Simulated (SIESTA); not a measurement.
Runs of SIESTA 5.4.2 on CuO (Tenorite). The structure is monoclinic, space group C2/c (No. 15). Conventional cell: a = 4.684 Å, b = 3.423 Å, c = 5.129 Å, α = 90.00°, β = 99.54°, γ = 90.00°. Around Cu (site symmetry -1) lie 4 O at 1.95 to 1.96 Å. O (site symmetry 2) is surrounded by 4 Cu at 1.95 to 1.96 Å. 

```tsv
level	potentials or basis	energy shift	gap on the mesh (eV)	pressure (GPa)	largest force (eV/Å)
PBE	PseudoDojo 0.4 standard (PBE files), SZ (energy shift 0.01 Ry)	0.01 Ry	none	0.5	0.16
PBE	PseudoDojo 0.4 standard (PBE files), DZ (energy shift 0.01 Ry)	0.01 Ry	none	-7.0	0.21
BLYP	PseudoDojo 0.4 standard (PBE files), DZP (energy shift 0.002 Ry)	0.002 Ry	none	13.7	(b)
PBE	PseudoDojo 0.4 standard (PBE files), DZ (energy shift 0.002 Ry)	0.002 Ry	none	(c)	(a)
```

Alike in all rows: task band structure; no spin polarisation; cell as given; k mesh 10 × 10 × 5; smearing fermi-dirac 0.05 eV; grid cutoff 800 Ry.

Problem. Estimate the missing entries.

Solution. (a) 0.08; (b) 0.04; (c) 6.9.

Caveats: the basis of atomic orbitals isn't converged, which shifts pressures, moduli and gaps; the run has no spin polarisation, though such a crystal can be magnetic; semilocal functionals often make such compounds metallic where correlation or magnetic order opens a gap, which also shifts bond lengths; the basis has no polarisation orbitals (some runs); semicore shells carry a single zeta, which can move pressures by several GPa and volumes by a few percent (some runs); short orbitals over semicore shells can move pressures by several GPa (some runs); the potentials were made for another functional, which shifts forces and pressure (some runs).

A gap of «none» marks a metal or a gap under the smearing width.
